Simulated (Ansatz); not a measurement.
# Ga2O3: the cost of one run

Method: DFT PBE, scalar-relativistic, plane waves, PAW, in Ansatz 0.2.0.

2 further runs of the same task are left out: 2 set aside as unsound or not needed.

## (1) Starting point

Symmetry: C2/m, No. 12, monoclinic system. Conventional cell: a = 12.280 Å, b = 3.048 Å, c = 5.817 Å, α = 90.00°, β = 103.76°, γ = 90.00°. Around Ga (site symmetry m) lie 6 O at 1.94 to 2.08 Å. Ga (site symmetry m) has 4 O at 1.84 to 1.87 Å as nearest neighbours. Around O (site symmetry m) lie 3 Ga at 1.84 to 1.94 Å. O (site symmetry m) is surrounded by 4 Ga at 1.87 to 2.08 Å. O (site symmetry m) is surrounded by 3 Ga at 1.84 to 1.95 Å.

Coordinates:

```
Ga O
1.0
     6.14024   -1.52378    0.00000
     6.14024    1.52378    0.00000
    -1.38413    0.00000    5.65035
Ga O
4 6
Direct
  0.34116 0.34116 0.68527
  0.65884 0.65884 0.31473
  0.90953 0.90953 0.20521
  0.09047 0.09047 0.79479
  0.50353 0.50353 0.74334
  0.49647 0.49647 0.25666
  0.82663 0.82663 0.43677
  0.17337 0.17337 0.56323
  0.16450 0.16450 0.10915
  0.83550 0.83550 0.89085
```

The structure comes from the Materials Project (structure only).

(A quick probe on a coarse mesh, which set the mesh and smearing, is not shown.)

## (3) Relaxing cell and atoms

Input file input.yaml:

```yaml
crystal:
  lattice:
    - [6.14023671, -1.52378368, 0.0]
    - [6.14023671, 1.52378368, 0.0]
    - [-1.38413089, 0.0, 5.65034886]
  atoms:
    - { symbol: Ga, position: [0.3411617, 0.3411617, 0.68526966] }
    - { symbol: Ga, position: [0.6588383, 0.6588383, 0.31473034] }
    - { symbol: Ga, position: [0.9095256, 0.9095256, 0.205214] }
    - { symbol: Ga, position: [0.0904744, 0.0904744, 0.794786] }
    - { symbol: O, position: [0.50353087, 0.50353087, 0.74333591] }
    - { symbol: O, position: [0.49646913, 0.49646913, 0.25666409] }
    - { symbol: O, position: [0.82662894, 0.82662894, 0.43676984] }
    - { symbol: O, position: [0.17337106, 0.17337106, 0.56323016] }
    - { symbol: O, position: [0.16450498, 0.16450498, 0.10915408] }
    - { symbol: O, position: [0.83549502, 0.83549502, 0.89084592] }
basis:
  ecutwfc: 420
kpoints:
  mp_grid: { grid: [10, 10, 6] }
hamiltonian:
  xc: pbe
scf:
  occupations: { method: gaussian, width: 0.02 }
output:
  forces: true
  stress: true
  eigenvalues: true
  write_density: true
  write_potential: true
  elf: true
  volumetric_format: npy
relax:
  adjacent_minimum: "off"
  f_tol: 0.005
  max_steps: 80
  cell: { stress_tol: 0.05 }
```

Run with:

```console
$ ansatz run input.yaml --threads 8 --pin off --max-ram 20480MiB --backend cpu --events-out ev --progress --plain --runs-dir out
```

**Question.** How long does this run take on 8 threads of Arm Neoverse V1, shared host, and how much memory does it need?

About 82 s, with a peak of 1.1 GiB.
